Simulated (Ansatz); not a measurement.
# SnSe2: the cost of one run

Program: Ansatz 0.2.0. Level of theory: DFT PBE, scalar-relativistic, plane waves, PAW. These are calculated values, not measurements.

5 further runs of the same task are left out: 1 that didn't finish, 4 set aside as unsound or not needed.

## 1. The structure to begin with

Symmetry: P-3m1, No. 164, trigonal system. Conventional cell: a = 3.872 Å, b = 3.872 Å, c = 6.971 Å, α = 90.00°, β = 90.00°, γ = 120.00°. Sn (site symmetry -3m) has 6 Se at 2.75 Å as nearest neighbours. Se (site symmetry 3m) is surrounded by 3 Sn at 2.75 Å.

Coordinates:

```
Sn Se
1.0
     3.87167    0.00000    0.00000
    -1.93584    3.35297    0.00000
     0.00000    0.00000    6.97110
Sn Se
1 2
Direct
  0.00000 0.00000 0.00000
  0.66667 0.33333 0.77126
  0.33333 0.66667 0.22874
```

It goes back to an entry of the Materials Project.

It is the result of an earlier relaxation at this level (volume 30.17 Å³/atom; gap on the mesh: 0.70 eV).

The unstrained cell was computed beforehand with the same settings: E(σ→0) = -16963.3974 eV for 3 atoms, gap 0.68 eV over the zone.

## 2. Strain -2.0 %

input.yaml

```yaml
crystal:
  lattice:
    - [3.7942388671, 0.0, 0.0]
    - [-1.8971194336, 3.2859072469, 0.0]
    - [0.0, 0.0, 7.0547542395]
  atoms:
    - { symbol: Sn, position: [0.0, 0.0, 0.0] }
    - { symbol: Se, position: [0.6666666667, 0.3333333333, 0.7712614523] }
    - { symbol: Se, position: [0.3333333333, 0.6666666667, 0.2287385477] }
basis:
  ecutwfc: 420
kpoints:
  mp_grid: { grid: [12, 12, 4] }
hamiltonian:
  xc: pbe
scf:
  occupations: { method: gaussian, width: 0.02 }
output:
  forces: true
  stress: true
  eigenvalues: true
relax:
  adjacent_minimum: "off"
  f_tol: 0.008
  max_steps: 40
  cell: { stress_tol: 0.015, fix: [a, b, gamma] }
```

Launch:

```
$ ansatz run input.yaml --threads 1 --pin off --max-ram 2560MiB --backend cpu --events-out ev --progress --plain --runs-dir out
```

What time and memory should one allow on 1 thread of Intel Xeon Platinum 8375C at 2.90GHz (Ice Lake), shared host?

About 62 s, with a peak of 0.48 GiB.
